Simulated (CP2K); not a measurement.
# BP (F-43m) in CP2K: a series of runs

The runs below take BP through single point, equation of state, with r2SCAN.

All numbers are computed with CP2K 2026.2; they aren't measurements. Logs are shortened: lines on timing, memory, paths and dates and some standing lists are left out, and cuts for length are marked.

**The experiment to reproduce.**

From “Equation of state of single-crystal cubic boron phosphide”, 2014, arxiv:1407.1677, for a bulk crystal of BP at 300 K: bulk modulus 179 ± 1 GPa.

The results are compared with them further down.

## Step 1: The crystal as given

Symmetry: F-43m, No. 216, cubic system. The conventional cell has a = 4.538 Å, b = 4.538 Å, c = 4.538 Å, α = 90.00°, β = 90.00°, γ = 90.00°. Around P (site symmetry -43m) lie 4 B at 1.97 Å. B (site symmetry -43m) is surrounded by 4 P at 1.97 Å.

## Step 2: Single point, r2SCAN, 11.68 Å³/atom

File bp_eos.inp:

```
&GLOBAL
  PROJECT bp_eos
  RUN_TYPE ENERGY_FORCE
  PRINT_LEVEL LOW
&END GLOBAL
&FORCE_EVAL
  METHOD QS
  STRESS_TENSOR ANALYTICAL
  &DFT
    BASIS_SET_FILE_NAME BASIS_MOLOPT_UZH
    POTENTIAL_FILE_NAME POTENTIAL_UZH
    &MGRID
      CUTOFF 675
      REL_CUTOFF 60
      NGRIDS 4
    &END MGRID
    &QS
      METHOD GPW
      EPS_DEFAULT 1.0E-9
    &END QS
    &KPOINTS
      SCHEME MONKHORST-PACK 10 10 10
      GAMMA_CENTERED T
      SYMMETRY T
      SYMMETRY_BACKEND SPGLIB
    &END KPOINTS
    &SCF
      SCF_GUESS ATOMIC
      EPS_SCF 1.0E-6
      MAX_SCF 100
      ADDED_MOS 10
      CHOLESKY OFF
      EPS_EIGVAL 1.0E-7
      &DIAGONALIZATION ON
        ALGORITHM STANDARD
      &END DIAGONALIZATION
      &MIXING ON
        METHOD BROYDEN_MIXING
        ALPHA 0.4
        BETA 1.5
        NBUFFER 8
      &END MIXING
      &SMEAR ON
        METHOD FERMI_DIRAC
        ELECTRONIC_TEMPERATURE [K] 580.226
      &END SMEAR
    &END SCF
    &XC
      &XC_FUNCTIONAL
        &MGGA_X_R2SCAN
        &END MGGA_X_R2SCAN
        &MGGA_C_R2SCAN
        &END MGGA_C_R2SCAN
      &END XC_FUNCTIONAL
    &END XC
    &PRINT
      &KPOINTS ON
      &END KPOINTS
      &MULLIKEN ON
      &END MULLIKEN
      &MO ON
        ENERGIES T
        OCCUPATION_NUMBERS T
        &EACH
          QS_SCF 0
        &END EACH
        ADD_LAST NUMERIC
      &END MO
    &END PRINT
  &END DFT
  &SUBSYS
    &CELL
      ABC 3.2088505730 3.2088505730 3.2088505730
      ALPHA_BETA_GAMMA 59.9999999998 60.0000000004 60.0000000003
      PERIODIC XYZ
    &END CELL
    &COORD
      SCALED
      P   0.7500000000 0.7500000000 0.7500000000
      B   0.0000000000 0.0000000000 0.0000000000
    &END COORD
    &KIND P
      BASIS_SET TZVP-MOLOPT-SCAN-GTH-q5
      POTENTIAL GTH-SCAN-q5
    &END KIND
    &KIND B
      BASIS_SET TZVP-MOLOPT-SCAN-GTH-q3
      POTENTIAL GTH-SCAN-q3
    &END KIND
    &PRINT
      &ATOMIC_COORDINATES ON
      &END ATOMIC_COORDINATES
      &CELL ON
      &END CELL
      &SYMMETRY ON
      &END SYMMETRY
    &END PRINT
  &END SUBSYS
  &PRINT
    &FORCES ON
    &END FORCES
    &STRESS_TENSOR ON
    &END STRESS_TENSOR
  &END PRINT
&END FORCE_EVAL
```

Potentials or basis: POTENTIAL_UZH P GTH-SCAN-q5, B GTH-SCAN-q3; TZVP-MOLOPT-SCAN-GTH basis.

Run with:

```sh
OMP_NUM_THREADS=1 cp2k.psmp -i bp_eos.inp -o bp_eos.out
```

bp_eos.out:

```text

 CP2K| version string:                                       CP2K version 2026.2
 CP2K| Input file name                                                bp_eos.inp

 GLOBAL| Force Environment number                                              1
 GLOBAL| Basis set file name                                    BASIS_MOLOPT_UZH
 GLOBAL| Potential file name                                       POTENTIAL_UZH
 GLOBAL| MM Potential file name                                     MM_POTENTIAL
 GLOBAL| Coordinate file name                                      __STD_INPUT__
 GLOBAL| Method name                                                        CP2K
 GLOBAL| Project name                                                     bp_eos
 GLOBAL| Run type                                                   ENERGY_FORCE
 GLOBAL| FFT library                                                       FFTW3
 GLOBAL| Diagonalization library                                       ScaLAPACK
 GLOBAL| Cholesky decomposition library                                ScaLAPACK
 GLOBAL| DGEMM library                                                      BLAS
 GLOBAL| Direct generalized diagonalization requested                          F
 GLOBAL| Matrix multiplication library                                 ScaLAPACK
 GLOBAL| Global print level                                                  LOW
 GLOBAL| Total number of message passing processes                             1
 GLOBAL| Number of threads for this process                                    1
 GLOBAL| CPU model name                          Intel(R) Xeon(R) Platinum 8488C

 CELL| Volume [angstrom^3]:                                            23.363262
 CELL| Vector a [angstrom]:       3.209     0.000     0.000   |a| =     3.208851
 CELL| Vector b [angstrom]:       1.604     2.779     0.000   |b| =     3.208851
 CELL| Vector c [angstrom]:       1.604     0.926     2.620   |c| =     3.208851
 CELL| Angle (b,c), alpha [degree]:                                    60.000000
 CELL| Angle (a,c), beta  [degree]:                                    60.000000
 CELL| Angle (a,b), gamma [degree]:                                    60.000000
 CELL| Numerically orthorhombic:                                              NO
 CELL| Periodicity                                                           XYZ

 CELL_REF| Volume [angstrom^3]:                                        23.363262
 CELL_REF| Vector a [angstrom     3.209     0.000     0.000   |a| =     3.208851
 CELL_REF| Vector b [angstrom     1.604     2.779     0.000   |b| =     3.208851
 CELL_REF| Vector c [angstrom     1.604     0.926     2.620   |c| =     3.208851
 CELL_REF| Angle (b,c), alpha [degree]:                                60.000000
 CELL_REF| Angle (a,c), beta  [degree]:                                60.000000
 CELL_REF| Angle (a,b), gamma [degree]:                                60.000000
 CELL_REF| Numerically orthorhombic:                                          NO
 CELL_REF| Periodicity                                                       XYZ
[... 9 lines left out ...]
 TOTAL NUMBERS AND MAXIMUM NUMBERS

  Total number of            - Atomic kinds:                                   2
                             - Atoms:                                          2
                             - Shell sets:                                     2
                             - Shells:                                        14
                             - Primitive Cartesian functions:                  9
                             - Cartesian basis functions:                     36
                             - Spherical basis functions:                     34

  Maximum angular momentum of- Orbital basis functions:                        2
                             - Local part of the GTH pseudopotential:          2
                             - Non-local part of the GTH pseudopotential:      2

 MODULE QUICKSTEP: ATOMIC COORDINATES IN ANGSTROM

   Atom Kind Element         X             Y             Z       Z(eff)     Mass
      1    1 P    15      4.813276      2.778946      1.965012   5.0000  30.9738
      2    2 B     5      0.000000      0.000000      0.000000   3.0000  10.8110

 Crystal Symmetry Information
       International Symbol:                                               F-43m
       Point Group Symbol:                                                  -43m
       Schoenflies Symbol:                                                  Td^2
       Number of Symmetry Operations:                                         24

 SCF PARAMETERS         Density guess:                                    ATOMIC
                        --------------------------------------------------------
                        max_scf:                                             100
[... 34 lines left out ...]
[... 31 lines left out ...]
     7 Broy./Diag. 0.40E+00    4.7     0.00022221        -9.4479074937 -9.97E-04
     8 Broy./Diag. 0.40E+00    4.5     0.00036632        -9.4485420455 -6.35E-04
     9 Broy./Diag. 0.40E+00    4.4     0.00004005        -9.4485821182 -4.01E-05
    10 Broy./Diag. 0.40E+00    4.5     0.00002621        -9.4486273076 -4.52E-05
    11 Broy./Diag. 0.40E+00    5.0     0.00000650        -9.4486180821  9.23E-06
    12 Broy./Diag. 0.40E+00    4.5     0.00000558        -9.4486051622  1.29E-05
    13 Broy./Diag. 0.40E+00    4.2     0.00000053        -9.4486029599  2.20E-06

  *** SCF run converged in    13 steps ***

  Electronic density on regular grids:         -7.9999999996        0.0000000004
  Core density on regular grids:                7.9999999879       -0.0000000121
  Total charge density on r-space grids:       -0.0000000117
  Total charge density g-space grids:          -0.0000000117

  Overlap energy of the core charge distribution:               0.00000000755766
  Self energy of the core charge distribution:                -22.50820718303602
  Core Hamiltonian energy:                                      5.63553595612700
  Hartree energy:                                              10.24433616374559
  Exchange-correlation energy:                                 -2.82026790413512
  Electronic entropic energy:                                  -0.00000000012942
  Fermi energy:                                                 0.30668694214477

  Total energy:                                                -9.44860295987032
  Total energy (extrapolated to T->0):                         -9.44860295980561

 MO| EIGENVALUES AND OCCUPATION NUMBERS FOR K POINT 1
 MO|
 MO|  Index      Eigenvalue [a.u.]        Eigenvalue [eV]             Occupation
 MO|      1              -0.216918              -5.902638               2.000000
 MO|      2              -0.031477              -0.856534               2.000000
 MO|      3               0.214477               5.836228               2.000000
 MO|      4               0.214478               5.836237               2.000000
 MO|      5               0.433506              11.796294               0.000000
 MO|      6               0.470658              12.807253               0.000000
 MO|      7               0.470669              12.807543               0.000000
 MO|      8               0.733434              19.957761               0.000000
 MO|      9               0.847327              23.056930               0.000000
 MO|     10               0.847370              23.058108               0.000000
 MO|     11               0.883224              24.033749               0.000000
 MO|     12               1.038056              28.246935               0.000000
 MO|     13               1.124488              30.598863               0.000000
[... 263 lines left out ...]
 MO|      4               0.117569               3.199212               2.000000
 MO|      5               0.379260              10.320185               0.000000
 MO|      6               0.424218              11.543565               0.000000
 MO|      7               0.650820              17.709700               0.000000
 MO|      8               0.713486              19.414955               0.000000
 MO|      9               0.836897              22.773136               0.000000
 MO|     10               0.919757              25.027859               0.000000
 MO|     11               0.990767              26.960152               0.000000
 MO|     12               1.113499              30.299855               0.000000
 MO|     13               1.122684              30.549775               0.000000
 MO|     14               1.266521              34.463792               0.000000
 MO| Sum:                                                               8.000000
 MO| E(Fermi):            0.306687 a.u.          8.345376 eV
 MO| Band gap:            0.261691 a.u.          7.120973 eV

 [... the levels of further k-points ...]

 !-----------------------------------------------------------------------------!
                     Mulliken Population Analysis

 #  Atom  Element  Kind  Atomic population                           Net charge
       1     P        1          4.962055                              0.037945
       2     B        2          3.037945                             -0.037945
 # Total charge                              8.000000                 -0.000000

 !-----------------------------------------------------------------------------!

 ENERGY| Total FORCE_EVAL ( QS ) energy [hartree]             -9.448602226909490

 FORCES| Atomic forces [hartree/bohr]
 FORCES|   Atom     x               y               z               |f|
 FORCES|      1 -7.63892386E-09 -3.54051740E-07 -6.66663789E-07   7.54885154E-07
 FORCES|      2  8.73475138E-08  4.76621016E-07  7.32893472E-07   8.78595483E-07
 FORCES| Sum     7.97085899E-08  1.22569277E-07  6.62296829E-08
 FORCES| Total atomic force                                       1.60508747E-07

 STRESS| Analytical stress tensor [bar]
 STRESS|                        x                   y                   z
 STRESS|      x       -1.30563809544E+04   2.31180225543E-01  -2.40430428180E-01
 STRESS|      y        2.31180225543E-01  -1.30514145089E+04   5.18649238076E-01
 STRESS|      z       -2.40430428180E-01   5.18649238076E-01  -1.30466712048E+04
 STRESS| 1/3 Trace                                            -1.30514888894E+04
 STRESS| Determinant                                          -2.22320808391E+12

 STRESS| Eigenvectors and eigenvalues of the analytical stress tensor [bar]
 STRESS|                        1                   2                   3
 STRESS| Eigenvalues  -1.30563989080E+04  -1.30514573064E+04  -1.30466104538E+04
 STRESS|      x           0.998418422116      0.051758431833     -0.021948100472
 STRESS|      y          -0.049147821143      0.993122249561      0.106267065003
 STRESS|      z           0.027297363555     -0.105020294046      0.994095363525
```

It took 75 s on 1 thread of Intel Xeon Platinum 8488C (Sapphire Rapids), shared host; peak memory 0.32 GiB.

What came out:

| Property | Result |
| --- | --- |
| Free energy | -257.1095 eV |
| Pressure | -1.3 GPa |
| Band gap on the k mesh | 1.52 eV, indirect (least direct gap 3.62 eV) |
| Mulliken charges | P +0.04; B -0.04 e |

Caveat: Mulliken charges move with the basis; the basis of atomic orbitals isn't converged, which shifts pressures, moduli and gaps.

## Step 3: Single point, r2SCAN, 11.45 Å³/atom (volume scaled by 0.98)

Changes to bp_eos.inp since step 2:

```diff
@@ -11,2 +11,3 @@
     POTENTIAL_FILE_NAME POTENTIAL_UZH
+    WFN_RESTART_FILE_NAME previous-RESTART.kp
     &MGRID
@@ -27,3 +28,3 @@
     &SCF
-      SCF_GUESS ATOMIC
+      SCF_GUESS RESTART
       EPS_SCF 1.0E-6
@@ -72,4 +73,4 @@
     &CELL
-      ABC 3.2088505730 3.2088505730 3.2088505730
-      ALPHA_BETA_GAMMA 59.9999999998 60.0000000004 60.0000000003
+      ABC 3.1873140142 3.1873140143 3.1873140143
+      ALPHA_BETA_GAMMA 59.9999999999 60.0000000007 60.0000000006
       PERIODIC XYZ
```

Potentials or basis: POTENTIAL_UZH P GTH-SCAN-q5, B GTH-SCAN-q3; TZVP-MOLOPT-SCAN-GTH basis.

Run with:

```sh
OMP_NUM_THREADS=1 cp2k.psmp -i bp_eos.inp -o bp_eos.out
```

Run time: 67 s. Hardware: 1 thread of Intel Xeon Platinum 8488C (Sapphire Rapids), shared host; peak memory 0.32 GiB.

The run converged. Its results:

```
Free energy            : -257.1084 eV
Pressure               : 2.1 GPa
Band gap on the k mesh : 1.50 eV, indirect (least direct gap 3.65 eV)
Mulliken charges       : P +0.04; B -0.04 e
```

Caveat: Mulliken charges move with the basis; the basis of atomic orbitals isn't converged, which shifts pressures, moduli and gaps.

## Step 4: Single point, r2SCAN, 11.92 Å³/atom (volume scaled by 1.02)

Changes to bp_eos.inp since step 3:

```diff
@@ -73,4 +73,4 @@
     &CELL
-      ABC 3.1873140142 3.1873140143 3.1873140143
-      ALPHA_BETA_GAMMA 59.9999999999 60.0000000007 60.0000000006
+      ABC 3.2301018584 3.2301018584 3.2301018584
+      ALPHA_BETA_GAMMA 59.9999999987 59.9999999999 60.0000000001
       PERIODIC XYZ
```

Run with:

```sh
OMP_NUM_THREADS=1 cp2k.psmp -i bp_eos.inp -o bp_eos.out
```

It took 59 s on 1 thread of Intel Xeon Platinum 8488C (Sapphire Rapids), shared host; peak memory 0.32 GiB.

The run converged. Its results:

| Property | Result |
| --- | --- |
| Free energy | -257.1011 eV |
| Pressure | -4.4 GPa |
| Band gap on the k mesh | 1.55 eV, indirect (least direct gap 3.59 eV) |
| Mulliken charges | P +0.04; B -0.04 e |

Caveat: Mulliken charges move with the basis; the basis of atomic orbitals isn't converged, which shifts pressures, moduli and gaps.

## Step 5: Single point, r2SCAN, 11.21 Å³/atom (volume scaled by 0.96)

Changes to bp_eos.inp since step 4:

```diff
@@ -73,4 +73,4 @@
     &CELL
-      ABC 3.2301018584 3.2301018584 3.2301018584
-      ALPHA_BETA_GAMMA 59.9999999987 59.9999999999 60.0000000001
+      ABC 3.1654824111 3.1654824112 3.1654824112
+      ALPHA_BETA_GAMMA 59.9999999998 59.9999999997 59.9999999997
       PERIODIC XYZ
```

Run with:

```sh
OMP_NUM_THREADS=1 cp2k.psmp -i bp_eos.inp -o bp_eos.out
```

Run time: 61 s. Hardware: 1 thread of Intel Xeon Platinum 8488C (Sapphire Rapids), shared host; peak memory 0.32 GiB.

Results (log left out):

* Free energy: -257.0967 eV
* Pressure: 5.9 GPa
* Band gap on the k mesh: 1.47 eV, indirect (least direct gap 3.68 eV)
* Mulliken charges: P +0.04; B -0.04 e

Caveat: Mulliken charges move with the basis; the basis of atomic orbitals isn't converged, which shifts pressures, moduli and gaps.

## Step 6: Single point, r2SCAN, 12.15 Å³/atom (volume scaled by 1.04)

Changes to bp_eos.inp since step 5:

```diff
@@ -73,4 +73,4 @@
     &CELL
-      ABC 3.1654824111 3.1654824112 3.1654824112
-      ALPHA_BETA_GAMMA 59.9999999998 59.9999999997 59.9999999997
+      ABC 3.2510771335 3.2510771335 3.2510771335
+      ALPHA_BETA_GAMMA 60.0000000010 60.0000000013 60.0000000010
       PERIODIC XYZ
```

Potentials or basis: POTENTIAL_UZH P GTH-SCAN-q5, B GTH-SCAN-q3; TZVP-MOLOPT-SCAN-GTH basis.

Run with:

```sh
OMP_NUM_THREADS=1 cp2k.psmp -i bp_eos.inp -o bp_eos.out
```

Wall time 56 s (1 thread of Intel Xeon Platinum 8488C (Sapphire Rapids), shared host); peak memory 0.32 GiB.

Results (log left out):

* Free energy: -257.0840 eV
* Pressure: -7.3 GPa
* Band gap on the k mesh: 1.57 eV, indirect (least direct gap 3.56 eV)
* Mulliken charges: P +0.03; B -0.03 e

Caveat: Mulliken charges move with the basis; the basis of atomic orbitals isn't converged, which shifts pressures, moduli and gaps.

## Step 7: Single point, r2SCAN, 10.98 Å³/atom (volume scaled by 0.94)

Changes to bp_eos.inp since step 6:

```diff
@@ -73,4 +73,4 @@
     &CELL
-      ABC 3.2510771335 3.2510771335 3.2510771335
-      ALPHA_BETA_GAMMA 60.0000000010 60.0000000013 60.0000000010
+      ABC 3.1433454463 3.1433454463 3.1433454463
+      ALPHA_BETA_GAMMA 60.0000000006 60.0000000010 60.0000000011
       PERIODIC XYZ
```

Run with:

```sh
OMP_NUM_THREADS=1 cp2k.psmp -i bp_eos.inp -o bp_eos.out
```

It took 65 s on 1 thread of Intel Xeon Platinum 8488C (Sapphire Rapids), shared host; peak memory 0.32 GiB.

It converged, with:

```yaml
Free_energy: -257.0733 eV
Pressure: 10.1 GPa
Band_gap_on_the_k_mesh: 1.44 eV, indirect (least direct gap 3.72 eV)
Mulliken_charges: P +0.05; B -0.05 e
```

Caveat: Mulliken charges move with the basis; the basis of atomic orbitals isn't converged, which shifts pressures, moduli and gaps.

## Step 8: Single point, r2SCAN, 12.38 Å³/atom (volume scaled by 1.06)

Changes to bp_eos.inp since step 7:

```diff
@@ -73,4 +73,4 @@
     &CELL
-      ABC 3.1433454463 3.1433454463 3.1433454463
-      ALPHA_BETA_GAMMA 60.0000000006 60.0000000010 60.0000000011
+      ABC 3.2717851895 3.2717851894 3.2717851895
+      ALPHA_BETA_GAMMA 60.0000000000 60.0000000013 60.0000000005
       PERIODIC XYZ
```

Run with:

```sh
OMP_NUM_THREADS=1 cp2k.psmp -i bp_eos.inp -o bp_eos.out
```

It took 52 s on 1 thread of Intel Xeon Platinum 8488C (Sapphire Rapids), shared host; peak memory 0.32 GiB.

Results (log left out):

```
Free energy            : -257.0589 eV
Pressure               : -9.9 GPa
Band gap on the k mesh : 1.59 eV, indirect (least direct gap 3.54 eV)
Mulliken charges       : P +0.03; B -0.03 e
```

Caveat: Mulliken charges move with the basis; the basis of atomic orbitals isn't converged, which shifts pressures, moduli and gaps.

## Step 9: Equation of state, r2SCAN

Potentials or basis: POTENTIAL_UZH P GTH-SCAN-q5, B GTH-SCAN-q3; TZVP-MOLOPT-SCAN-GTH basis.

No new run: the results of the series are fitted here.

What came out:

| Quantity | Value |
| --- | --- |
| Equilibrium volume | 11.59 Å³/atom |
| Bulk modulus | 169 GPa |
| Pressure derivative of the bulk modulus | 3.8 |

Energy against volume, from the lowest point:
| volume (Å³/atom) | energy (meV/atom) |
| --- | --- |
| 10.981 | 18.14 |
| 11.214 | 6.44 |
| 11.448 | 0.58 |
| 11.682 | 0.00 |
| 11.915 | 4.21 |
| 12.149 | 12.79 |
| 12.383 | 25.31 |

Caveat: the basis of atomic orbitals isn't converged, which shifts pressures, moduli and gaps.

## Step 10: Against experiment

Step 9. A measured bulk modulus of BP is 179 GPa (300 K; “Equation of state of single-crystal cubic boron phosphide”, 2014, arxiv:1407.1677); the calculated 169 GPa misses it by -5.4 %. 3 values of this kind are on record (173 to 179 GPa); this one was drawn at random among those near their median, those with a stated uncertainty first. The fit is for a static lattice scaled at fixed shape and fixed fractional positions.
